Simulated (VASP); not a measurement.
ZrB2 under changes of volume

One of the cells (10.284 Å³/atom); the others are scaled copies at fixed shape and fractional positions:

```
CELL_PARAMETERS angstrom
3.16882 0.00000 0.00000
-1.58441 2.74428 0.00000
0.00000 0.00000 3.54781
ATOMIC_POSITIONS crystal
Zr 0.00000 0.00000 0.00000
B 0.66667 0.33333 0.50000
B 0.33333 0.66667 0.50000
```

| Item | Value |
| --- | --- |
| Program | VASP 6.6.1 |
| Functional | r2SCAN |
| Potentials or basis | VASP PAW PBE potentials, release 64 (Zr_sv, B) |
| Cutoff | 520 eV |
| k mesh | 8 × 8 × 8 |
| Occupations | fermi-dirac, width 0.05 eV |
| Spin | no spin polarisation |

| volume (Å³/atom) | energy over the lowest point (meV/atom) | pressure (GPa) |
| --- | --- | --- |
| 9.873 | 13.73 | 10.8 |
| 10.078 | 3.41 | 5.2 |
| 10.284 | 0.00 | 0.1 |
| 10.490 | ? | ? |
| 10.695 | 11.41 | -8.8 |

What does the run at 10.490 Å³/atom give?

Energy over the lowest point 2.86 meV/atom; pressure -4.6 GPa.

Worked out: A Birch-Murnaghan fit of order 2 (a polynomial in V^(-2/3)) to the other rows has its minimum at 10.29 Å³/atom with B0 = V·E''(V) = 244 GPa at fixed shape and positions, which overstates the stiffness. It gives 2.88 meV/atom at 10.490 Å³/atom, against the run's 2.86, and -dE/dV = -4.5 GPa, against -4.6.

Energies are extrapolated to zero smearing.

Caveats: the PAW data sets were made with another functional, which shifts forces and pressure a little.
